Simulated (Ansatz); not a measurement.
A run of Ansatz 0.2.0 is set up as follows.

Contents of input.yaml:

```yaml
crystal:
  lattice:
    - [4.788004, 0.0, 0.0]
    - [0.0, 4.866582, 0.0]
    - [0.0, 0.0, 3.240898]
  atoms:
    - { symbol: Sn, position: [0.0, 0.0, 0.0] }
    - { symbol: Sn, position: [0.5, 0.5, 0.5] }
    - { symbol: O, position: [0.708145, 0.678958, 0.0] }
    - { symbol: O, position: [0.208145, 0.821042, 0.5] }
    - { symbol: O, position: [0.791855, 0.178958, 0.5] }
    - { symbol: O, position: [0.291855, 0.321042, 0.0] }
hamiltonian:
  xc: revpbe
  pseudopotentials: { kind: paw }
  dispersion: d4
kpoints:
  mp_grid: { grid: [6, 6, 8] }
scf:
  occupations: { method: fermi_dirac, width: 0.05 }
output:
  forces: true
  stress: true
  eigenvalues: true
relax:
  f_tol: 0.01
  max_steps: 40
  cell: { stress_tol: 0.05 }
```

Potentials or basis: Ansatz PAW.

Launch:

```bash
$ ansatz run input.yaml --threads 2 --pin off --max-ram 5632MiB --backend cpu --events-out ev --progress --plain --runs-dir out
```

Estimate the space group after relaxing (to 0.05 Å).

P4_2/mnm (No. 136).

Predict the relaxed volume.

12.29 Å³/atom.

Estimate the band gap on the k mesh.

0.96 eV, direct.

Estimate the relaxed cell.

a = 4.777 Å, b = 4.781 Å, c = 3.229 Å, α = 90.00°, β = 90.00°, γ = 90.00°.

The path:
| step | energy change (eV) | largest force (eV/Å) | volume (Å³) |
| --- | --- | --- | --- |
| 1 | 0.0000 | 0.0614 | 75.52 |
| 2 | -0.0348 | 0.0836 | 73.77 |
| 3 | -0.0371 | 0.0284 | 73.68 |
| 4 | -0.0402 | 0.0070 | 73.80 |
| 5 | -0.0404 | 0.0082 | 73.82 |
| 6 | -0.0336 | 0.0087 | 73.82 |
| 7 | -0.0340 | 0.0008 | 73.74 |
| 8 | -0.0336 | 0.0008 | 73.74 |

Caveat: the plane-wave basis is chosen anew once the cell has moved, so the energies of steps on either side of that aren't comparable; the pressure holds a Pulay correction of +0.8 GPa for the finite cutoff; spin-orbit coupling is left out, which moves the levels of the heavy elements; the PAW data sets come from PBE, with cores solved anew for the run's functional, which leaves a small shift of forces and pressure.
